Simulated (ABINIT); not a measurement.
# AlN (P6_3mc) in ABINIT: settings compared, part 2 of 2

ABINIT 10.8.3 (patched build). Earlier steps stand in the parts before.

### Step 3. Band structure, WC

run.abi

```
# Datasets: ground state, then fixed potential
ndtset 2

# Pseudopotentials
pp_dirpath "./"
pseudos "Al.GGA_PBE-JTH.xml, N.GGA_PBE-JTH.xml"

# Structure
acell 3*1.0 Angstrom
rprim
     3.1130000000     0.0000000000     0.0000000000
    -1.5565000000     2.6959370820     0.0000000000
     0.0000000000     0.0000000000     4.9810000000
ntypat 2
znucl 13 7
natom 4
typat 1 1 2 2
xred
     0.6666666667     0.3333333333     0.5000000000
     0.3333333333     0.6666666667     0.0000000000
     0.6666666667     0.3333333333     0.8800000000
     0.3333333333     0.6666666667     0.3800000000

# Plane-wave basis
ecut 31.0
pawecutdg 53.0
pawxcdev 0

# Exchange and correlation
ixc 23

# Bands and occupations
occopt 3
tsmear 0.05 eV

# SCF cycle
nstep 100

# Output
iomode 3
prtwf 0
prteig 0
prtebands 0
enunit 1
prtden1 1
prtvha1 1
prtvclmb1 1
prtpot1 1

# Dataset 1
kptopt1 1
ngkpt1 10 10 6
nshiftk1 1
shiftk1 0.0 0.0 0.0
nband1 12
tolvrs1 1.0e-9

# Dataset 2: bands along G-M-K-G-A-L-H-A
iscf2 -2
getden2 1
nband2 18
nbdbuf2 4
tolwfr2 1.0e-11
kptopt2 -7
ndivsm2 5
prteig2 1
kptbounds2
     0.0000000000     0.0000000000     0.0000000000
     0.5000000000     0.0000000000     0.0000000000
     0.3333333333     0.3333333333     0.0000000000
     0.0000000000     0.0000000000     0.0000000000
     0.0000000000     0.0000000000     0.5000000000
     0.5000000000     0.0000000000     0.5000000000
     0.3333333333     0.3333333333     0.5000000000
     0.0000000000     0.0000000000     0.5000000000
```

Potentials or basis: JTH PAW PBE v2.0.

On the command line:

```sh
$ abinit run.abi > log 2>&1
```

run.abo:

```text
.Version 10.8.3 of ABINIT
 DATASET    1 : space group P6_3 m c (#186); Bravais hP (primitive hexag.)
================================================================================
 Values of the parameters that define the memory need for DATASET  1.
     intxc =       0    ionmov =       0      iscf =      17    lmnmax =       8
     lnmax =       4     mgfft =      48  mpssoang =       2    mqgrid =    3085
     natom =       4  nloc_mem =       2    nspden =       1   nspinor =       1
    nsppol =       1      nsym =      12    n1xccc =       1    ntypat =       2
    occopt =       3   xclevel =       2
       mpw =        2352          nfft =       43200          nkpt =          56
 PAW method is used; the additional fine FFT grid is defined by:
   mgfftf=        64    nfftf =    102400
================================================================================
================================================================================

 DATASET    2 : space group P6_3 m c (#186); Bravais hP (primitive hexag.)
================================================================================
 Values of the parameters that define the memory need for DATASET  2.
     intxc =       0    ionmov =       0      iscf =      -2    lmnmax =       8
     lnmax =       4     mgfft =      48  mpssoang =       2    mqgrid =    3085
     natom =       4  nloc_mem =       2    nspden =       1   nspinor =       1
    nsppol =       1      nsym =      12    n1xccc =       1    ntypat =       2
    occopt =       3   xclevel =       2
       mpw =        2370          nfft =       43200          nkpt =          56
 PAW method is used; the additional fine FFT grid is defined by:
   mgfftf=        64    nfftf =    102400
================================================================================
================================================================================

--------------------------------------------------------------------------------
------------- Echo of variables that govern the present computation ------------
--------------------------------------------------------------------------------
 -outvars: echo values of preprocessed input variables --------
            acell      1.8897261259E+00  1.8897261259E+00  1.8897261259E+00 Bohr
              amu      2.69815390E+01  1.40067400E+01
             ecut      3.10000000E+01 Hartree
           enunit           1
           getden1          0
           getden2          1
             iscf1         17
             iscf2         -2
                       outvar_i_n : Printing only first  50 k-points.
              ixc          23
           jdtset        1    2
                       outvar_i_n : Printing only first  50 k-points.
           kptopt1          1
           kptopt2         -7
         kptrlatt       10    0    0      0   10    0      0    0    6
          kptrlen1     5.64763550E+01
          kptrlen2     3.00000000E+01
            natom           4
            nband1         12
            nband2         18
           nbdbuf1          0
           nbdbuf2          4
           ndtset           2
           ndivsm1          0
           ndivsm2          5
            ngfft          30      30      48
          ngfftdg          40      40      64
             nkpt          56
            nstep         100
             nsym          12
           ntypat           2
                       prtocc : prtvol=0, do not print more k-points.
           occopt           3
        pawecutdg      5.30000000E+01 Hartree
         pawxcdev           0
        prtebands           0
           prteig1          0
           prteig2          1
           prtpot1          1
[... 685 lines left out ...]
lattice_vectors:
- [  5.8827174,   0.0000000,   0.0000000, ]
- [ -2.9413587,   5.0945827,   0.0000000, ]
- [  0.0000000,   0.0000000,   9.4127258, ]
lattice_lengths: [   5.88272,    5.88272,    9.41273, ]
lattice_angles: [ 90.000,  90.000, 120.000, ] # degrees, (23, 13, 12)
lattice_volume:   2.8209931E+02
convergence: {deltae:  0.000E+00, res2:  0.000E+00, residm:  9.945E-12, diffor:  0.000E+00, }
etotal    :  -2.44379619E+01
entropy   :   0.00000000E+00
fermie    :   3.20255174E-01
cartesian_stress_tensor: null
pressure_GPa: null
xred      :
- [  6.6667E-01,   3.3333E-01,   5.0000E-01, Al]
- [  3.3333E-01,   6.6667E-01,   0.0000E+00, Al]
- [  6.6667E-01,   3.3333E-01,   8.8000E-01,  N]
- [  3.3333E-01,   6.6667E-01,   3.8000E-01,  N]
cartesian_forces: null
force_length_stats: {min: null, max: null, mean: null, }
...

 Integrated electronic density in atomic spheres:
 ------------------------------------------------
 Atom  Sphere_radius  Integrated_density
    1        1.90363          0.90361895
    2        1.90363          0.90361895
    3        1.20497          2.62345975
    4        1.20497          2.62345975

================================================================================

 ----iterations are completed or convergence reached----

 Mean square residual over all n,k,spin=   42.124E-13; max=  99.447E-13
 reduced coordinates (array xred) for    4 atoms
       0.666666666667      0.333333333333      0.500000000000
       0.333333333333      0.666666666667      0.000000000000
       0.666666666667      0.333333333333      0.880000000000
       0.333333333333      0.666666666667      0.380000000000

 cartesian coordinates (angstrom) at end:
    1      1.55650000000000     0.89864569400000     2.49050000000000
    2      0.00000000000000     1.79729138800000     0.00000000000000
    3      1.55650000000000     0.89864569400000     4.38328000000000
    4      0.00000000000000     1.79729138800000     1.89278000000000
 length scales=  1.889726125908  1.889726125908  1.889726125908 bohr
              =  1.000000000000  1.000000000000  1.000000000000 angstroms
 Eigenvalues (   eV  ) for nkpt=  56  k points:
 kpt#   1, nband= 18, wtk=  1.00000, kpt=  0.0000  0.0000  0.0000 (reduced coord)
  -8.03440   -5.85137    1.07263    6.27700    6.27700    6.93725    6.93725    7.11583
  11.23531   13.66863   17.60139   18.16059   18.16059   20.13518   20.16659   20.16659
  21.53661   21.53735
 kpt#   2, nband= 18, wtk=  1.00000, kpt=  0.0556  0.0000  0.0000 (reduced coord)
  -7.99456   -5.82857    1.11981    6.08469    6.22161    6.73615    6.93266    7.10028
  11.43704   13.84229   17.43761   17.85726   18.27578   20.01110   20.19992   20.21509
  20.91411   21.33111
 kpt#   3, nband= 18, wtk=  1.00000, kpt=  0.1111  0.0000  0.0000 (reduced coord)
  -7.87647   -5.76275    1.26031    5.56150    6.07538    6.24765    6.90930    7.04480
  11.92927   14.28028   16.95279   17.23234   18.60865   19.67114   20.02708   20.17664
  20.63714   21.13626
 kpt#   4, nband= 18, wtk=  1.00000, kpt=  0.1667  0.0000  0.0000 (reduced coord)
  -7.68475   -5.66201    1.49092    4.83701    5.63236    5.87721    6.85636    6.94170
  12.51792   14.73120   16.18530   16.78428   19.09484   19.37149   19.39076   19.82443
  20.96813   21.45078
 kpt#   5, nband= 18, wtk=  1.00000, kpt=  0.2222  0.0000  0.0000 (reduced coord)
[... 193 lines left out ...]
  13.98523   13.98523   16.32446   16.32446   18.73428   18.73428   19.19325   19.19325
  23.61439   23.61469
 kpt#  54, nband= 18, wtk=  1.00000, kpt=  0.0606  0.0606  0.5000 (reduced coord)
  -7.01353   -7.01353    3.72488    3.72488    6.20307    6.20307    6.47550    6.47550
  13.80374   13.80374   16.64681   16.64681   18.73597   18.73597   18.82403   18.82403
  24.00719   24.39735
 kpt#  55, nband= 18, wtk=  1.00000, kpt=  0.0303  0.0303  0.5000 (reduced coord)
  -7.10515   -7.10515    3.75949    3.75949    6.48523    6.48523    6.56746    6.56746
  13.57623   13.57623   17.08817   17.08817   18.56389   18.56389   18.60460   18.60460
  24.43481   24.55074
 kpt#  56, nband= 18, wtk=  1.00000, kpt=  0.0000  0.0000  0.5000 (reduced coord)
  -7.13619   -7.13619    3.76630    3.76630    6.59764    6.59764    6.59764    6.59764
  13.47677   13.47677   17.32949   17.32949   18.47924   18.47924   18.47924   18.47924
  24.91242   24.93133

== END DATASET(S) ==============================================================
================================================================================

 -outvars: echo values of variables after computation  --------
            acell      1.8897261259E+00  1.8897261259E+00  1.8897261259E+00 Bohr
           etotal1    -2.4437961876E+01
            fcart1    -4.5772132611E-29 -7.2673020981E-29 -2.5117594633E-03
                      -4.5772132611E-29 -4.6246467897E-29 -2.5117594633E-03
                       1.3731639783E-28  6.6066382710E-30  2.5117594633E-03
                      -4.5772132611E-29  1.1231285061E-28  2.5117594633E-03
            rprim      3.1130000000E+00  0.0000000000E+00  0.0000000000E+00
                      -1.5565000000E+00  2.6959370820E+00  0.0000000000E+00
                       0.0000000000E+00  0.0000000000E+00  4.9810000000E+00
           strten1    -1.4207009058E-05 -1.4207009054E-05 -6.8572394827E-05
                       0.0000000000E+00  0.0000000000E+00  0.0000000000E+00
           xangst      1.5565000000E+00  8.9864569400E-01  2.4905000000E+00
                       2.0731891839E-17  1.7972913880E+00  0.0000000000E+00
                       1.5565000000E+00  8.9864569400E-01  4.3832800000E+00
                       2.0731891839E-17  1.7972913880E+00  1.8927800000E+00
             xred      6.6666666667E-01  3.3333333333E-01  5.0000000000E-01
                       3.3333333333E-01  6.6666666667E-01  0.0000000000E+00
                       6.6666666667E-01  3.3333333333E-01  8.8000000000E-01
                       3.3333333333E-01  6.6666666667E-01  3.8000000000E-01
 Calculation completed.
```

Wall time 79 s (1 thread of Arm Neoverse V1, shared host); peak memory 0.15 GiB.

What came out:

- Free energy: -664.9908 eV
- Pressure: 1.0 GPa
- Largest force: 0.129 eV/Å
- Band gap on the k mesh: 4.12 eV, direct
- Band gap along the path: 4.12 eV, direct
- Valence electrons inside the program's atomic spheres: Al 0.90; N 2.62

Forces on the atoms (eV/Å):
```
Al   0.000  0.000 -0.129
Al   0.000  0.000 -0.129
N    0.000  0.000  0.129
N    0.000  0.000  0.129
```

Levels at the corners of the path, in eV from the valence-band top:
```csv
point,band 6,band 7,band 8,band 9,band 10,band 11
Γ,-0.18,-0.18,0.00,4.12,6.55,10.49
M,-2.09,-1.80,-0.67,5.69,5.70,8.09
K,-2.45,-2.41,-2.41,4.91,8.26,9.60
Γ,-0.18,-0.18,0.00,4.12,6.55,10.49
A,-0.52,-0.52,-0.52,6.36,6.36,10.21
L,-1.45,-1.37,-1.37,5.19,5.19,9.17
H,-3.89,-0.79,-0.79,7.31,7.31,7.75
A,-0.52,-0.52,-0.52,6.36,6.36,10.21
```

Caveat: the PAW data sets were made with another functional, which shifts forces and pressure a little.

### Step 4. Comparison with measurements

Step 2. Against the measured gap of AlN, 6.0343 eV (an exciton energy, a little under the gap; 0 K; quoted in “Structural and optical properties of self-assembled AlN nanowires grown on SiO2/Si substrates by molecular beam epitaxy”, 2024, arxiv:2402.00216), the calculated 4.23 eV is off by -1.80 eV. 2 values of this kind are on record (6.034 to 6.0343 eV); this one was drawn at random. The value is that of PW91, without temperature or zero-point motion. Semilocal functionals fall short of measured gaps as a rule.

Step 3. A measured gap of AlN is 6.034 eV (an exciton energy, a little under the gap; 10 K; quoted in “Self-assembly of well-separated AlN nanowires directly on sputtered metallic TiN films”, 2019, arxiv:1910.07391); the calculated 4.12 eV misses it by -1.91 eV. 2 values of this kind are on record (6.034 to 6.0343 eV); this one was drawn at random. The value is that of WC, without temperature or zero-point motion. Semilocal functionals fall short of measured gaps as a rule.
